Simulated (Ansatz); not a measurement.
# TiO2: the band gap up the ladder of functionals

An exercise on one series of results from a longer session: the logs are not shown, and one member is left open.

Program: Ansatz 0.2.0. PAW datasets, plane waves. The values are computed, spin-unpolarised, and not measurements.

## The cell

The cell was relaxed beforehand with r2SCAN.

The symmetry is I4_1/amd (No. 141, tetragonal); conventional cell a = 3.778 Å, c = 9.584 Å, 11.40 Å³ an atom. Around Ti lie 6 O at 1.93–1.99 Å; around O lie 3 Ti at 1.93–1.99 Å.

As a file:

```cif
data_structure
_symmetry_space_group_name_H-M 'I4_1/amd:1'
_symmetry_Int_Tables_number 141
_cell_length_a 3.7778
_cell_length_b 3.7778
_cell_length_c 9.5842
_cell_angle_alpha 90.000
_cell_angle_beta 90.000
_cell_angle_gamma 90.000
_cell_volume 136.78
loop_
_atom_site_label
_atom_site_type_symbol
_atom_site_symmetry_multiplicity
_atom_site_Wyckoff_symbol
_atom_site_fract_x
_atom_site_fract_y
_atom_site_fract_z
_atom_site_occupancy
Ti1 Ti 4 a 0.00000 0.50000 0.25000 1
O1 O 8 e 0.00000 0.50000 0.45725 1
```

The first run:

File input.yaml:

```yaml
crystal:
  lattice:
    - [2.6712057488, -2.6712805751, -0.0199762041]
    - [2.6712057488, 2.6712805751, -0.0199762041]
    - [-2.6352886453, 0.0, 4.8119343396]
  atoms:
    - { symbol: Ti, position: [0.1250075794, 0.8749924206, 0.25] }
    - { symbol: Ti, position: [0.8749924206, 0.1250075794, 0.75] }
    - { symbol: O, position: [0.3322533013, 0.0822599512, 0.6645086416] }
    - { symbol: O, position: [0.6677466987, 0.9177400488, 0.3354913584] }
    - { symbol: O, position: [0.9177400488, 0.6677466987, 0.8354913584] }
    - { symbol: O, position: [0.0822599512, 0.3322533013, 0.1645086416] }
kpoints:
  mp_grid: { grid: [8, 8, 8] }
  band_path:
    path:
      - [[0.0, 0.0, 0.0], [0.5, 0.4999999751344, -0.4999847936542], [0.5, 0.4999999751344, -0.2499847936901], [0.5, -2.486558945381e-08, 7.609353234528e-06], [0.0, 0.0, 0.0], [5.610133662543e-19, -9.546184102395e-20, 0.4999999999283], [0.4223165381402, -2.10022993631e-08, 0.2888481579999]]
      - [[0.5776834618598, -2.872887965051e-08, -0.2888329392934], [0.0, 0.0, 0.0]]
      - [[0.5, 0.4999999751344, -0.4999847936542], [0.5776834618598, 0.4223165094113, -0.4999847917226]]
      - [[0.4223165381402, 0.4223165171379, 0.07769630557067], [5.610133662543e-19, -9.546184102395e-20, 0.4999999999283]]
    npoints: 10
hamiltonian:
  xc: pbe
scf:
  occupations: { method: fermi_dirac, width: 0.02 }
  n_extra_bands: 5
output:
  forces: true
  stress: true
  eigenvalues: true
```

Command:

```bash
ansatz run input.yaml --threads 4 --pin off --max-ram 6451MiB --backend cpu --events-out ev --progress --plain --runs-dir out
```

Steps of the session up to this table: PBE band path; Single point with r2SCAN; Single point with HSE06; Single point with PBE0.

One of the session's tables, all rows but one given; the rest of the session is left out.

```
 level  gap (eV)
   PBE      2.15
r2SCAN      2.53
 HSE06      3.64
  PBE0         ?
```

**Question.** Estimate the row for PBE0.

**Answer.** gap (eV): 4.39. In the column «gap (eV)» it is the highest.

Meshes: PBE 8×8×8, r2SCAN 8×8×8, HSE06 4×4×4, PBE0 4×4×4

In words: The gap runs from 2.15 eV (PBE) to 4.39 eV (PBE0). PBE reaches 59 % of the HSE06 value, and r2SCAN 69 %. PBE0 lies 0.75 eV above HSE06, which differs from it by screening the long-range exchange.

To keep in mind: Warnings in the runs' records: near symmetry operations not taken, stress scf threshold loose, stress exchange threshold loose.
